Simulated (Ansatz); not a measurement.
System: interstitial H in zinc-blende AlAs (charge state +1). The step: a concerted move, in which H travels most; the atom moves 2.07 Å along (0.25, 0.26, -0.02) of the unit cell; the moving atom starts with neighbours Al at 1.84; As at 1.57 Å and ends with Al at 1.86; As at 1.56 Å. DFT values are from Ansatz (plane-wave PAW, 420 eV unless said) in a cell of 64 host sites, spin-restricted, static, with no finite-size correction. The charge state is imposed; whether it is stable for some Fermi level was not computed. Sites that were not tried may lie lower. For the PBE band: the program found a first-order saddle point.

```tsv
Level	Forward barrier (eV)	Cost of the band or of the saddle's single point
PBE, one k-point at (0.250, 0.250, 0.250), band relaxed	0.39	around 50 core-minutes (rough)
PBE, a 2×2×2 k-point mesh shifted by half a step, same geometries	0.47	roughly 4 core-minutes
r2SCAN at 500 eV, one k-point at (0.250, 0.250, 0.250), same geometries	0.51	around 2.3 core-minutes (rough)
```

Ansatz is a quantum-chemistry and plane-wave program.
